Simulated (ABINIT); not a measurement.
Runs of ABINIT 10.8.3 (patched build) on AgBr. The structure is cubic, space group Fm-3m (No. 225). The conventional cell has a = 5.740 Å, b = 5.740 Å, c = 5.740 Å, α = 90.00°, β = 90.00°, γ = 90.00°. Ag (site symmetry m-3m) has 6 Br at 2.87 Å as nearest neighbours. Around Br (site symmetry m-3m) lie 6 Ag at 2.87 Å. 

| task | level | potentials or basis | k mesh | cutoff (eV) | fine-grid cutoff | gap on the mesh (eV) | pressure (GPa) |
| --- | --- | --- | --- | --- | --- | --- | --- |
| band structure | r2SCAN | JTH PAW PBE v2.0 | 6 × 6 × 6 | 544 | 1088.46 eV | 1.23 | 1.1 |
| band structure | r2SCAN | Ansatz NC r2SCAN | 6 × 6 × 6 | 1469 | - | 1.30 | 1.1 |
| band structure | r2SCAN | SG15 NC PBE v1.2 | 6 × 6 × 6 | 844 | - | 1.18 | 1.1 |
| single point | PBEsol | PseudoDojo NC SR PBEsol v0.4.1 standard | 8 × 8 × 8 | 1116 | - | (b) | -1.7 |
| band structure | TB-mBJ | JTH PAW LDA v2.0 | 8 × 8 × 8 | 544 | 1088.46 eV | 2.28 | - |
| band structure | r2SCAN | PseudoDojo NC SR PBE v0.4.1 standard | 6 × 6 × 6 | 1333 | - | (a) | 0.5 |
| band structure | r2SCAN | JTH PAW PBE v2.0 | 8 × 8 × 8 | 544 | 1088.46 eV | 1.23 | 1.1 |
| band structure | r2SCAN | Ansatz PAW PBE default generated set, frozen core | 6 × 6 × 6 | 490 | 979.61 eV | 1.29 | (c) |

Alike in all rows: no spin polarisation; cell as given; smearing fermi-dirac 0.05 eV.

Problem. Estimate the missing entries.

Solution. (a) 1.14; (b) 0.50; (c) 1.0.

Caveats: the PAW data sets were made with another functional, which shifts forces and pressure a little (some runs); the potentials were made for another functional, which shifts forces and pressure (some runs); the constant c of TB-mBJ comes from the pseudo density here, which moves gaps by up to 0.3 eV between sets of potentials (some runs); a meta-GGA on potentials with a model core is unreliable (some runs).

A k mesh can miss the band edges, and the runs leave out spin-orbit coupling on Ag, Br.

The runs don't all hold the same shells in valence.
